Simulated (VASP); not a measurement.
Wanted: the native input for a VASP 6.6.1 run.

```
Task                   : single point
Functional             : PBE
Potentials or basis    : VASP PAW PBE potentials, release 64 (Sn_d)
Cutoff                 : 520 eV
k mesh                 : 8 × 8 × 8
Occupations            : gaussian, width 0.1 eV
Spin                   : no spin polarisation
Dipole correction      : no
Further INCAR settings : ALGO = Fast; EDIFF = 1e-06; NBANDS = 51
```

The structure of Sn lies in POSCAR:

```
Sn
1.0
   -4.0999342406      4.0999342406      4.0999342406
    4.0999342406     -4.0999342406      4.0999342406
    4.0999342406      4.0999342406     -4.0999342406
Sn
6
Direct
    0.7500000000      0.2500000000      0.5000000000
    0.2500000000      0.7500000000      0.5000000000
    0.5000000000      0.2500000000      0.7500000000
    0.7500000000      0.5000000000      0.2500000000
    0.5000000000      0.7500000000      0.2500000000
    0.2500000000      0.5000000000      0.7500000000
```

The cell was built by a generator and needn't be a form met in nature.

One way to write it, as run:

INCAR

```
ALGO     = Fast           # electronic algorithm
EDIFF    = 1E-6           # SCF threshold, eV
ENCUT    = 520            # plane-wave cutoff, eV
GGA      = PE             # functional
ISIF     = 2              # what is computed and relaxed
ISMEAR   = 0              # smearing method
LASPH    = T              # aspherical terms in the spheres
LCHARG   = F              # write CHGCAR
LREAL    = F              # projectors in reciprocal space
LWAVE    = F              # write WAVECAR
NBANDS   = 51             # bands
NELM     = 100            # most SCF steps
PREC     = Accurate       # precision mode
SIGMA    = 0.1            # smearing width, eV
```

KPOINTS

```
k-points
0
Gamma
  8 8 8
```

Potentials or basis: VASP PAW PBE potentials, release 64 (Sn_d).

The run is started by

```console
$ cat potpaw_PBE.64/Sn_d/POTCAR > POTCAR
$ mpirun -np 1 vasp_std > vasp.out
```

Results of the run:

- Pressure: 0.0 GPa
- Band gap on the k mesh: none (metal or under the smearing width)

Wall time 9.1 min on 1 thread of Intel(R) Xeon(R) Platinum 8259CL CPU @ 2.50GHz (Skylake/Cascade Lake) (shared host), peak memory 0.56 GiB.
